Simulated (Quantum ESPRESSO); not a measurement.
A calculation with Quantum ESPRESSO 7.5 of Yb (ASE script, Cartesian positions):

File run.py:

```python
import numpy as np
from ase.calculators.espresso import Espresso, EspressoProfile
from ase.io import read

atoms = read('Yb.xyz')
atoms.set_initial_magnetic_moments([1.0, 1.0])

input_data = {
    'control': {'calculation': 'scf', 'prefix': 'pwscf', 'outdir': './tmp', 'tprnfor': True, 'tstress': True, 'disk_io': 'nowf'},
    'system': {'ecutwfc': 55.0, 'ecutrho': 440.0, 'nbnd': 36, 'input_dft': 'pbesol', 'occupations': 'smearing', 'smearing': 'fd', 'degauss': 0.00367493, 'nspin': 2},
    'electrons': {'conv_thr': 4e-10, 'electron_maxstep': 120, 'mixing_beta': 0.3},
}
pseudopotentials = {'Yb': 'Yb.paw.z_24.atompaw.wentzcovitch.v1.2.upf'}
profile = EspressoProfile(command='mpirun -n 2 pw.x -nk 2', pseudo_dir='pseudo')
dft = Espresso(profile=profile, input_data=input_data, pseudopotentials=pseudopotentials, kpts=(8, 8, 4), koffset=(0, 0, 0))
atoms.calc = dft

print(f'energy {atoms.get_potential_energy():.8f} eV')
print('forces (eV/A)')
print(np.round(atoms.get_forces(), 6))
print('stress (eV/A^3, Voigt)')
print(np.round(atoms.get_stress(), 8))
print(f'Fermi level {dft.get_fermi_level():.4f} eV')
```

The input Yb.xyz:

```xyz
2
Lattice="3.8799000000 0.0000000000 0.0000000000 -1.9399500000 3.3600919641 0.0000000000 0.0000000000 0.0000000000 6.3859000000" Properties=species:S:1:pos:R:3 pbc="T T T"
Yb     1.9399500002      1.1200306546      4.7894250000
Yb    -0.0000000002      2.2400613095      1.5964750000
```

Potentials or basis: SSSP 1.3 efficiency PBE.

The run is started by

```bash
$ OMP_NUM_THREADS=1 python run.py
```

This isn't the form of Yb at room conditions, which is fcc.

**Question.** Write the same calculation in another form: native input, structure typed inline.

**Answer.** As run:

File pw.in:

```
&CONTROL
  calculation = 'scf'
  prefix = 'pwscf'
  outdir = './tmp'
  pseudo_dir = './pseudo'
  tprnfor = .true.
  tstress = .true.
  disk_io = 'low'
/
&SYSTEM
  ibrav = 0
  celldm(1) = 8
  nat = 2
  ntyp = 1
  ecutwfc = 55
  ecutrho = 440
  nbnd = 36
  input_dft = 'pbesol'
  occupations = 'smearing'
  smearing = 'fd'
  degauss = 0.00367493
  nspin = 2
  starting_magnetization(1) = 0.0417
/
&ELECTRONS
  conv_thr = 4d-10
  electron_maxstep = 120
  mixing_beta = 0.3
/
ATOMIC_SPECIES
Yb   173.0540 Yb.paw.z_24.atompaw.wentzcovitch.v1.2.upf
CELL_PARAMETERS alat
  0.9164935488669   0.0000000000000   0.0000000000000
 -0.4582467744335   0.7937066957131   0.0000000000000
  0.0000000000000   0.0000000000000   1.5084502574060
ATOMIC_POSITIONS crystal
Yb     0.6666666667    0.3333333333    0.7500000000
Yb     0.3333333333    0.6666666667    0.2500000000
K_POINTS automatic
8 8 4 0 0 0
```

Contents of pp_density.in:

```
&INPUTPP
  prefix = 'pwscf'
  outdir = './tmp'
  filplot = 'density.dat'
  plot_num = 0
/
&PLOT
  nfile = 1
  filepp(1) = 'density.dat'
  iflag = 3
  output_format = 6
  fileout = 'density.cube'
/
```

The input pp_potential.in:

```
&INPUTPP
  prefix = 'pwscf'
  outdir = './tmp'
  filplot = 'potential.dat'
  plot_num = 11
/
&PLOT
  nfile = 1
  filepp(1) = 'potential.dat'
  iflag = 3
  output_format = 6
  fileout = 'potential.cube'
/
```

Contents of pp_spin.in:

```
&INPUTPP
  prefix = 'pwscf'
  outdir = './tmp'
  filplot = 'spin.dat'
  plot_num = 6
/
&PLOT
  nfile = 1
  filepp(1) = 'spin.dat'
  iflag = 3
  output_format = 6
  fileout = 'spin.cube'
/
```

Potentials or basis: SSSP 1.3 efficiency PBE.

Command:

```bash
$ OMP_NUM_THREADS=1 mpirun -n 2 pw.x -nk 2 -in pw.in > pw.out
$ OMP_NUM_THREADS=1 mpirun -n 1 pp.x -in pp_density.in > pp_density.out
$ OMP_NUM_THREADS=1 mpirun -n 1 pp.x -in pp_potential.in > pp_potential.out
$ OMP_NUM_THREADS=1 mpirun -n 1 pp.x -in pp_spin.in > pp_spin.out
```

Both were run:

|  | ASE script, Cartesian positions | native input, structure typed inline |
| --- | --- | --- |
| Pressure | -4.2 GPa | -4.0 GPa |
| Band gap on the k mesh | none (metal or under the smearing width) | none (metal or under the smearing width) |
| Net moment | 0.00 μB per cell | 0.00 μB per cell |
| Absolute moment | 0.00 μB per cell | 0.00 μB per cell |
| Valence electrons inside the program's atomic spheres | Yb 22.86 | Yb 22.86 |

Keys that steer only the numerical path or the files written may differ.

Caveat: the potentials were made for another functional, which shifts forces and pressure; spin-orbit coupling is left out, which moves the levels of the heavy elements.
